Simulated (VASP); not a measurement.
Wanted: the native input for a VASP 6.6.1 run.

* Task: relaxation of cell and atoms
* Functional: HSE06
* Potentials or basis: VASP PAW PBE potentials, release 64 (Hg, Te)
* Cutoff: 520 eV
* k mesh: 6 × 6 × 6
* Occupations: gaussian, width 0.03 eV
* Spin: no spin polarisation
* Grid for exact exchange (PRECFOCK): Fast
* Screening parameter: 0.2 1/A
* Further INCAR settings: ALGO = Normal; EDIFF = 1e-06; IBRION = 2; EDIFFG = -0.01; NSW = 25; ISIF = 3

Crystal: HgTe (Coloradoite).

```
CELL_PARAMETERS angstrom
0.00000 3.25801 3.25801
3.25801 0.00000 3.25801
3.25801 3.25801 0.00000
ATOMIC_POSITIONS crystal
Hg 0.00000 0.00000 0.00000
Te 0.25000 0.25000 0.25000
```

The input as run:

POSCAR

```
HgTe                                    
1.0
    0.0000000000      3.2580088206      3.2580088206
    3.2580088206      0.0000000000      3.2580088206
    3.2580088206      3.2580088206      0.0000000000
  Hg              Te            
     1     1
Direct
     0.0000000000000000    0.0000000000000000    0.0000000000000000
     0.2500000000000000    0.2500000000000000    0.2500000000000000
```

INCAR.step1

```
PREC = Accurate
ENCUT = 520
EDIFF = 1E-5
ISMEAR = 0
SIGMA = 0.03
LREAL = False
LASPH = True
NELM = 80
ALGO = Normal
LWAVE = True
LCHARG = False
KPAR = 4
GGA = PE
```

INCAR.step2

```
PREC = Accurate
ENCUT = 520
EDIFF = 1E-6
ISMEAR = 0
SIGMA = 0.03
LREAL = False
LASPH = True
NELM = 80
ALGO = Normal
ISIF = 3
LWAVE = False
LCHARG = False
GGA = PE
LHFCALC = True
HFSCREEN = 0.2
PRECFOCK = Fast
IBRION = 2
NSW = 25
EDIFFG = -0.01
KPAR = 4
ISTART = 1
```

KPOINTS

```
Automatic mesh
0
Gamma
  6 6 6
```

Potentials or basis: VASP PAW PBE potentials, release 64 (Hg, Te).

Command:

```bash
$ cat potpaw_PBE.64/Hg/POTCAR potpaw_PBE.64/Te/POTCAR > POTCAR
$ cp INCAR.step1 INCAR
$ mpirun -np 4 vasp_std > vasp.out
$ cp INCAR.step2 INCAR
$ mpirun -np 4 vasp_std > vasp.out
```

It gave:

* Relaxed volume: 35.35 Å³/atom
* Relaxed cell: a = 4.641 Å, b = 4.641 Å, c = 4.641 Å, α = 60.00°, β = 60.00°, γ = 60.00°
* Space group after relaxing (to 0.05 Å): F-43m (No. 216)
* Energy gained by relaxing: 2.2 meV/atom
* Ionic steps: 3
* Pressure after relaxing: 0.0 GPa
* Band gap on the k mesh: none (metal or under the smearing width)

Caveat: the PAW data sets were made with another functional, which shifts forces and pressure a little.

Run time: 20 min on 4 MPI ranks on AMD EPYC 7R13 Processor (Zen 3) (shared host), peak memory 0.32 GiB a rank.
